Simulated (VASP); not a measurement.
# SrO (Fm-3m) in VASP: further runs

Runs on SrO. Level: PBE. Tasks: single point.

Program: VASP 6.6.1. These are calculated values, not measurements. Logs are shortened: lines on timing, memory, paths and dates and some standing lists are left out, and cuts for length are marked.

## (1) The structure

It takes space group Fm-3m (No. 225, cubic). Conventional cell: a = 5.133 Å, b = 5.133 Å, c = 5.133 Å, α = 90.00°, β = 90.00°, γ = 90.00°. Sr (site symmetry m-3m) has 6 O at 2.57 Å as nearest neighbours. O (site symmetry m-3m) has 6 Sr at 2.57 Å as nearest neighbours.

## (2) Single point, PBE

INCAR reads:

```
SYSTEM = SrO
  PREC = Accurate
  ENCUT = 700
  EDIFF = 1E-7
  ISMEAR = 0
  SIGMA = 0.05
  LREAL = .FALSE.
  LASPH = .TRUE.
  NELM = 100
  ALGO = Normal
  ISIF = 2
  LWAVE = .FALSE.
  LCHARG = .FALSE.
  GGA = PE
  ADDGRID = .FALSE.
```

KPOINTS reads:

```
Automatic mesh
0
G
  11 11 11
  0 0 0
```

POSCAR reads:

```
SrO
1.0
    0.0000000000      2.5663000000      2.5663000000
    2.5663000000      0.0000000000      2.5663000000
    2.5663000000      2.5663000000      0.0000000000
Sr O
1 1
Direct
    0.5000000000      0.5000000000      0.5000000000
    0.0000000000      0.0000000000      0.0000000000
```

Potentials or basis: VASP PAW PBE potentials, release 64 (Sr_sv, O_h).

Launch:

```bash
> cat potpaw_PBE.64/Sr_sv/POTCAR potpaw_PBE.64/O_h/POTCAR > POTCAR
> mpirun -np 1 vasp_std > vasp.out
```

OUTCAR:

```text
SYSTEM = SrO
   PREC = Accurate
   ENCUT = 700
   EDIFF = 1E-7
   ISMEAR = 0
   LREAL = .FALSE.
   LASPH = .TRUE.
   NELM = 100
   ISIF = 2
   GGA = PE

 Found     56 irreducible k-points:

 Following reciprocal coordinates:
            Coordinates               Weight
  0.000000  0.000000  0.000000      1.000000
  0.090909  0.000000  0.000000      8.000000
  0.181818  0.000000  0.000000      8.000000
  0.272727  0.000000  0.000000      8.000000
  0.363636  0.000000  0.000000      8.000000
  0.454545  0.000000  0.000000      8.000000
   k-points           NKPTS =     56   k-points in BZ     NKDIM =     56   number of bands    NBANDS=     12
   number of dos      NEDOS =    301   number of ions     NIONS =      2
   total plane-waves  NPLWV =  32768
   dimension x,y,z NGX =    32 NGY =   32 NGZ =   32
   dimension x,y,z NGXF=    64 NGYF=   64 NGZF=   64
   ions per type =               1   1
   NGX,Y,Z   is equivalent  to a cutoff of  14.66, 14.66, 14.66 a.u.
   NGXF,Y,Z  is equivalent  to a cutoff of  29.32, 29.32, 29.32 a.u.
 SYSTEM =  SrO
   PREC   = accura    normal or accurate (medium, high low for compatibility)
   ISTART =      0    job   : 0-new  1-cont  2-samecut
   ICHARG =      2    charge: 1-file 2-atom 10-const
   ISPIN  =      1    spin polarized calculation?
   LNONCOLLINEAR =      F non collinear calculations
   LSORBIT =      F    spin-orbit coupling
   LASPH  =      T    aspherical Exc in radial PAW
   ENCUT  =  700.0 eV  51.45 Ry    7.17 a.u.   7.83  7.83  7.83*2*pi/ulx,y,z
   NELM   =    100;   NELMIN=  2; NELMDL= -5     # of ELM steps
   EDIFF  = 0.1E-06   stopping-criterion for ELM
   LREAL  =      F    real-space projection
   EDIFFG = 0.1E-05   stopping-criterion for IOM
   NSW    =      0    number of steps for IOM
   IBRION =     -1    ionic relax: 0-MD 1-quasi-New 2-CG
   NFREE  =      0    steps in history (QN), initial steepest desc. (CG)
   ISIF   =      2    stress and relaxation
   ISYM   =      2    0-nonsym 1-usesym 2-fastsym
   POTIM  = 0.5000    time-step for ionic-motion
   TEBEG  =    0.0;   TEEND  =   0.0 temperature during run
   PSTRESS=    0.0 pullay stress
   NELECT =      16.0000    total number of electrons
   NUPDOWN=      -1.0000    fix difference up-down
   EMIN   =  10.00;   EMAX   =-10.00  energy-range for DOS
   EFERMI =   0.00;   METHOD = LEGACY
   ISMEAR =     0;   SIGMA  =   0.05  broadening in eV -4-tet -1-fermi 0-gaus
   EFERMI_NEDOS =   21; number of points for ismear=-14 and -15
   IALGO  =     38    algorithm
   IMIX   =      4    mixing-type and parameters
     AMIX     =   0.40;   BMIX     =  1.00
     AMIX_MAG =   1.60;   BMIX_MAG =  1.00
  volume/ion in A,a.u.               =      16.90       114.06
  Fermi-wavevector in a.u.,A,eV,Ry     =   1.275843  2.410995 22.147245  1.627777
  Thomas-Fermi vector in A             =   2.408533
   LORBIT       =      0    0 simple, 1 ext, 2 COOP (PROOUT), +10 PAW based schemes
   GGA     = PE    functional components
   LHFCALC =     F    Hartree Fock is set to
   AEXX    =    0.0000 exact exchange contribution
   IVDW    =     0    specifies the selected vdW correction
   LEPSILON=     F    determine dielectric tensor
   LRPA    =     F    only Hartree local field effects (RPA)
 non-spin polarized calculation
 Gauss-broadening in eV      SIGMA  =   0.05
  energy-cutoff  :      700.00
  volume of cell :       33.80
 maximum number of plane-waves:      1433
   NGX = 15   NGY = 15   NGZ = 15

 number of electron      16.0000000 magnetization

 Free energy of the ion-electron system (eV)
  ---------------------------------------------------
  ext. energy  EPLUGINS =         0.00000000
  ---------------------------------------------------
  free energy    TOTEN  =       -12.02534195 eV

  energy without entropy =      -12.02534195  energy(sigma->0) =      -12.02534195

 E-fermi :   2.2180     XC(G=0): -10.0551

 val. band max:        1.9199474260   @ k =   0.0000   0.0000   0.0000
 cond. band min:       5.2202373231   @ k =   0.4545   0.4545   0.0000
 fundamental gap:      3.3002898971
 Fermi energy:         2.2179878443

 k-point     1 :       0.0000    0.0000    0.0000
  band No.  band energies     occupation
      1     -30.4500      2.00000
      2     -13.2142      2.00000
      3     -12.0823      2.00000
      4     -12.0823      2.00000
      5     -12.0823      2.00000
      6       1.9199      2.00000
      7       1.9199      2.00000
      8       1.9199      2.00000
      9       5.9337      0.00000
     10       8.1425      0.00000
     11       8.1425      0.00000
     12       8.1425      0.00000

 k-point     2 :       0.0909    0.0000    0.0000
  band No.  band energies     occupation
      1     -30.4389      2.00000
      2     -13.4272      2.00000
      3     -12.0890      2.00000
      4     -12.0890      2.00000
      5     -11.8967      2.00000
      6       1.6590      2.00000
      7       1.8061      2.00000
      8       1.8061      2.00000
      9       6.3242      0.00000
     10       8.0492      0.00000
     11       8.3068      0.00000
     12       8.3068      0.00000

 k-point     3 :       0.1818    0.0000    0.0000
  band No.  band energies     occupation
      1     -30.4091      2.00000
      2     -13.8366      2.00000
      3     -12.1069      2.00000
      4     -12.1069      2.00000
      5     -11.5605      2.00000
      6       1.0945      2.00000
      7       1.5336      2.00000
      8       1.5336      2.00000
      9       7.2712      0.00000
     10       7.9365      0.00000
     11       8.7768      0.00000
     12       8.7768      0.00000

 k-point     4 :       0.2727    0.0000    0.0000
  band No.  band energies     occupation
      1     -30.3697      2.00000
      2     -14.2370      2.00000
      3     -12.1299      2.00000
      4     -12.1299      2.00000
      5     -11.2565      2.00000
      6       0.4959      2.00000
      7       1.2099      2.00000
      8       1.2099      2.00000
      9       7.9767      0.00000
     10       8.4741      0.00000
     11       9.4726      0.00000
     12       9.4726      0.00000

 k-point     5 :       0.3636    0.0000    0.0000
  band No.  band energies     occupation
      1     -30.3330      2.00000
      2     -14.5429      2.00000
      3     -12.1508      2.00000
      4     -12.1508      2.00000
      5     -11.0392      2.00000
      6       0.0239      2.00000
      7       0.9402      2.00000
      8       0.9402      2.00000
      9       8.2244      0.00000
     10       9.5914      0.00000
     11      10.2206      0.00000
     12      10.2206      0.00000

 k-point     6 :       0.4545    0.0000    0.0000
  band No.  band energies     occupation
      1     -30.3111      2.00000
      2     -14.7073      2.00000
      3     -12.1631      2.00000
      4     -12.1631      2.00000
      5     -10.9274      2.00000
      6      -0.2321      2.00000
      7       0.7893      2.00000
      8       0.7893      2.00000
      9       8.4592      0.00000
     10      10.3167      0.00000
     11      10.7279      0.00000
     12      10.7279      0.00000

 [... further k-points ...]
[... 5 lines left out ...]
  --------------------------------------------------------------------------------------
  -------------------------------------------------------------------------------------
  Total       -0.4350739     -0.4350739     -0.4350739      0.0000000      0.0000000      0.0000000
  in kB      -20.6215514    -20.6215514    -20.6215514      0.0000000      0.0000000      0.0000000
  external PRESSURE =     -20.6215514 kB  Pullay stress =       0.0000000 kB

 VOLUME and BASIS-vectors are now :
 -----------------------------------------------------------------------------
  energy-cutoff  :      700.00
  volume of cell :       33.80
      direct lattice vectors                 reciprocal lattice vectors
     0.000000000  2.566300000  2.566300000    -0.194833028  0.194833028  0.194833028
     2.566300000  0.000000000  2.566300000     0.194833028 -0.194833028  0.194833028
     2.566300000  2.566300000  0.000000000     0.194833028  0.194833028 -0.194833028

 POSITION                                       TOTAL-FORCE (eV/Angst)
 -----------------------------------------------------------------------------------
      2.56630      2.56630      2.56630         0.000000     -0.000000     -0.000000
      0.00000      0.00000      0.00000         0.000000      0.000000      0.000000
 -----------------------------------------------------------------------------------
    total drift:                                0.000000     -0.000000     -0.000000

  FREE ENERGIE OF THE ION-ELECTRON SYSTEM (eV)
  ---------------------------------------------------
  free  energy   TOTEN  =       -12.0253419471 eV

  energy  without entropy=      -12.0253419471  energy(sigma->0) =      -12.02534195
```

Run time: 53 s. Hardware: 1 thread of Intel Xeon Platinum 8375C at 2.90GHz (Ice Lake), shared host; peak memory 0.2 GiB.

The run converged, but a check on its numbers failed (symmetry, net force, bounds or a known fault of this set-up), so they aren't taken as properties of the crystal.

Caveat: the cutoff lies under the usual one of these potentials, so the numbers hold a large basis-set error; an odd mesh through Γ misses points on the zone boundary, where band edges often lie.

## (3) Single point, PBE

Changes to INCAR since step 2:

```diff
@@ -2,3 +2,3 @@
   PREC = Accurate
-  ENCUT = 700
+  ENCUT = 1400
   EDIFF = 1E-7
```

KPOINTS reads:

```
Automatic mesh
0
G
  8 8 8
  0 0 0
```

POSCAR is that of step 2.

Potentials or basis: VASP PAW PBE potentials, release 64 (Sr_sv, O_h).

Launch:

```bash
> cat potpaw_PBE.64/Sr_sv/POTCAR potpaw_PBE.64/O_h/POTCAR > POTCAR
> mpirun -np 1 vasp_std > vasp.out
```

Run time: 98 s. Hardware: 1 thread of Intel Xeon Platinum 8375C at 2.90GHz (Ice Lake), shared host; peak memory 0.35 GiB.

These settings aren't checked as converged: the numbers below hold their error.

What came out:

* Free energy: -12.0439 eV
* Pressure: 3.9 GPa
* Band gap on the k mesh: 3.26 eV, indirect (least direct gap 3.35 eV)

## (4) Single point, PBE

Changes to INCAR since step 3:

```diff
@@ -2,3 +2,3 @@
   PREC = Accurate
-  ENCUT = 1400
+  ENCUT = 800
   EDIFF = 1E-7
```

KPOINTS reads:

```
Automatic mesh
0
G
  11 11 11
  0 0 0
```

POSCAR is that of step 3.

Launch:

```bash
> cat potpaw_PBE.64/Sr_sv/POTCAR potpaw_PBE.64/O_h/POTCAR > POTCAR
> mpirun -np 1 vasp_std > vasp.out
```

Run time: 78 s. Hardware: 1 thread of Intel Xeon Platinum 8375C at 2.90GHz (Ice Lake), shared host; peak memory 0.23 GiB.

The run converged, but some of its settings lie outside the range that counts as converged, so its numbers aren't taken as properties of the crystal.

What came out:

```yaml
Free_energy: -12.0414 eV
Band_gap_on_the_k_mesh: 3.31 eV, indirect (least direct gap 3.39 eV)
```

Caveat: the cutoff is under 1.25 times the usual one of these potentials, so pressure, stress and relaxed cells hold a basis-set (Pulay) error; an odd mesh through Γ misses points on the zone boundary, where band edges often lie.

## (5) Single point, PBE

Changes to INCAR since step 4:

```diff
@@ -4,3 +4,3 @@
   EDIFF = 1E-7
-  ISMEAR = 0
+  ISMEAR = -5
   SIGMA = 0.05
```

KPOINTS is that of step 4.

POSCAR is that of step 4.

Launch:

```bash
> cat potpaw_PBE.64/Sr_sv/POTCAR potpaw_PBE.64/O_h/POTCAR > POTCAR
> mpirun -np 1 vasp_std > vasp.out
```

Run time: 79 s. Hardware: 1 thread of Intel Xeon Platinum 8375C at 2.90GHz (Ice Lake), shared host; peak memory 0.23 GiB.

These settings aren't checked as converged: the numbers below hold their error.

Results:

* Free energy: -12.0414 eV
* Band gap on the k mesh: 3.31 eV, indirect (least direct gap 3.39 eV)

Caveat: the cutoff is under 1.25 times the usual one of these potentials, so pressure, stress and relaxed cells hold a basis-set (Pulay) error; an odd mesh through Γ misses points on the zone boundary, where band edges often lie.

## (6) Single point, PBE

Changes to INCAR since step 5:

```diff
@@ -1,6 +1,6 @@
 SYSTEM = SrO
-  PREC = Accurate
-  ENCUT = 800
+  PREC = Low
+  ENCUT = 900
   EDIFF = 1E-7
-  ISMEAR = -5
+  ISMEAR = 0
   SIGMA = 0.05
```

KPOINTS is that of step 5.

POSCAR is that of step 5.

Potentials or basis: VASP PAW PBE potentials, release 64 (Sr_sv, O_h).

Launch:

```bash
> cat potpaw_PBE.64/Sr_sv/POTCAR potpaw_PBE.64/O_h/POTCAR > POTCAR
> mpirun -np 1 vasp_std > vasp.out
```

OUTCAR:

```text
SYSTEM = SrO
   PREC = Low
   ENCUT = 900
   EDIFF = 1E-7
   ISMEAR = 0
   LREAL = .FALSE.
   LASPH = .TRUE.
   NELM = 100
   ISIF = 2
   GGA = PE

 Found     56 irreducible k-points:

 Following reciprocal coordinates:
            Coordinates               Weight
  0.000000  0.000000  0.000000      1.000000
  0.090909  0.000000  0.000000      8.000000
  0.181818  0.000000  0.000000      8.000000
  0.272727  0.000000  0.000000      8.000000
  0.363636  0.000000  0.000000      8.000000
  0.454545  0.000000  0.000000      8.000000
   k-points           NKPTS =     56   k-points in BZ     NKDIM =     56   number of bands    NBANDS=     12
   number of dos      NEDOS =    301   number of ions     NIONS =      2
   total plane-waves  NPLWV =  21952
   dimension x,y,z NGX =    28 NGY =   28 NGZ =   28
   dimension x,y,z NGXF=    36 NGYF=   36 NGZF=   36
   ions per type =               1   1
   NGX,Y,Z   is equivalent  to a cutoff of  12.83, 12.83, 12.83 a.u.
   NGXF,Y,Z  is equivalent  to a cutoff of  16.49, 16.49, 16.49 a.u.
 SYSTEM =  SrO
   PREC   = low       normal or accurate (medium, high low for compatibility)
   ISTART =      0    job   : 0-new  1-cont  2-samecut
   ICHARG =      2    charge: 1-file 2-atom 10-const
   ISPIN  =      1    spin polarized calculation?
   LNONCOLLINEAR =      F non collinear calculations
   LSORBIT =      F    spin-orbit coupling
   LASPH  =      T    aspherical Exc in radial PAW
   ENCUT  =  900.0 eV  66.15 Ry    8.13 a.u.   8.88  8.88  8.88*2*pi/ulx,y,z
   NELM   =    100;   NELMIN=  2; NELMDL= -5     # of ELM steps
   EDIFF  = 0.1E-06   stopping-criterion for ELM
   LREAL  =      F    real-space projection
   EDIFFG = 0.1E-05   stopping-criterion for IOM
   NSW    =      0    number of steps for IOM
   IBRION =     -1    ionic relax: 0-MD 1-quasi-New 2-CG
   NFREE  =      0    steps in history (QN), initial steepest desc. (CG)
   ISIF   =      2    stress and relaxation
   ISYM   =      2    0-nonsym 1-usesym 2-fastsym
   POTIM  = 0.5000    time-step for ionic-motion
   TEBEG  =    0.0;   TEEND  =   0.0 temperature during run
   PSTRESS=    0.0 pullay stress
   NELECT =      16.0000    total number of electrons
   NUPDOWN=      -1.0000    fix difference up-down
   EMIN   =  10.00;   EMAX   =-10.00  energy-range for DOS
   EFERMI =   0.00;   METHOD = LEGACY
   ISMEAR =     0;   SIGMA  =   0.05  broadening in eV -4-tet -1-fermi 0-gaus
   EFERMI_NEDOS =   21; number of points for ismear=-14 and -15
   IALGO  =     38    algorithm
   IMIX   =      4    mixing-type and parameters
     AMIX     =   0.40;   BMIX     =  1.00
     AMIX_MAG =   1.60;   BMIX_MAG =  1.00
  volume/ion in A,a.u.               =      16.90       114.06
  Fermi-wavevector in a.u.,A,eV,Ry     =   1.275843  2.410995 22.147245  1.627777
  Thomas-Fermi vector in A             =   2.408533
   LORBIT       =      0    0 simple, 1 ext, 2 COOP (PROOUT), +10 PAW based schemes
   GGA     = PE    functional components
   LHFCALC =     F    Hartree Fock is set to
   AEXX    =    0.0000 exact exchange contribution
   IVDW    =     0    specifies the selected vdW correction
   LEPSILON=     F    determine dielectric tensor
   LRPA    =     F    only Hartree local field effects (RPA)
 non-spin polarized calculation
 Gauss-broadening in eV      SIGMA  =   0.05
  energy-cutoff  :      900.00
  volume of cell :       33.80
 maximum number of plane-waves:      2102
   NGX = 17   NGY = 17   NGZ = 17

 number of electron      15.9999971 magnetization

 Free energy of the ion-electron system (eV)
  ---------------------------------------------------
  ext. energy  EPLUGINS =         0.00000000
  ---------------------------------------------------
  free energy    TOTEN  =       -12.04302475 eV

  energy without entropy =      -12.04302475  energy(sigma->0) =      -12.04302475

 E-fermi :   2.1249     XC(G=0): -10.0544

 val. band max:        1.9151259586   @ k =   0.0000   0.0000   0.0000
 cond. band min:       5.2188584150   @ k =   0.4545   0.4545   0.0000
 fundamental gap:      3.3037324565
 Fermi energy:         2.1248547232

 k-point     1 :       0.0000    0.0000    0.0000
  band No.  band energies     occupation
      1     -30.4526      2.00000
      2     -13.1811      2.00000
      3     -12.0850      2.00000
      4     -12.0850      2.00000
      5     -12.0850      2.00000
      6       1.9151      2.00000
      7       1.9151      2.00000
      8       1.9151      2.00000
      9       5.9406      0.00000
     10       8.1406      0.00000
     11       8.1406      0.00000
     12       8.1406      0.00000
[... 61 lines left out ...]
 k-point     6 :       0.4545    0.0000    0.0000
  band No.  band energies     occupation
      1     -30.3138      2.00000
      2     -14.6918      2.00000
      3     -12.1658      2.00000
      4     -12.1658      2.00000
      5     -10.9103      2.00000
      6      -0.2314      2.00000
      7       0.7872      2.00000
      8       0.7872      2.00000
      9       8.4558      0.00000
     10      10.3183      0.00000
     11      10.7244      0.00000
     12      10.7244      0.00000

 [... further k-points ...]
[... 5 lines left out ...]
  --------------------------------------------------------------------------------------
  -------------------------------------------------------------------------------------
  Total        0.7797094      0.7797094      0.7797094     -0.0000000      0.0000000     -0.0000000
  in kB       36.9565215     36.9565215     36.9565215     -0.0000000      0.0000000     -0.0000000
  external PRESSURE =      36.9565215 kB  Pullay stress =       0.0000000 kB

 VOLUME and BASIS-vectors are now :
 -----------------------------------------------------------------------------
  energy-cutoff  :      900.00
  volume of cell :       33.80
      direct lattice vectors                 reciprocal lattice vectors
     0.000000000  2.566300000  2.566300000    -0.194833028  0.194833028  0.194833028
     2.566300000  0.000000000  2.566300000     0.194833028 -0.194833028  0.194833028
     2.566300000  2.566300000  0.000000000     0.194833028  0.194833028 -0.194833028

 POSITION                                       TOTAL-FORCE (eV/Angst)
 -----------------------------------------------------------------------------------
      2.56630      2.56630      2.56630         0.000000     -0.000000     -0.000000
      0.00000      0.00000      0.00000         0.000000      0.000000      0.000000
 -----------------------------------------------------------------------------------
    total drift:                               -0.000000      0.000000     -0.000000

  FREE ENERGIE OF THE ION-ELECTRON SYSTEM (eV)
  ---------------------------------------------------
  free  energy   TOTEN  =       -12.0430247463 eV

  energy  without entropy=      -12.0430247463  energy(sigma->0) =      -12.04302475
```

Run time: 43 s. Hardware: 1 thread of Intel Xeon Platinum 8375C at 2.90GHz (Ice Lake), shared host; peak memory 0.16 GiB.

The run converged, but some of its settings lie outside the range that counts as converged, so its numbers aren't taken as properties of the crystal.

Results:

```
Free energy            : -12.0430 eV
Pressure               : 3.7 GPa
Band gap on the k mesh : 3.30 eV, indirect (least direct gap 3.39 eV)
```

Caveat: the cutoff is under 1.25 times the usual one of these potentials, so pressure, stress and relaxed cells hold a basis-set (Pulay) error; an odd mesh through Γ misses points on the zone boundary, where band edges often lie.
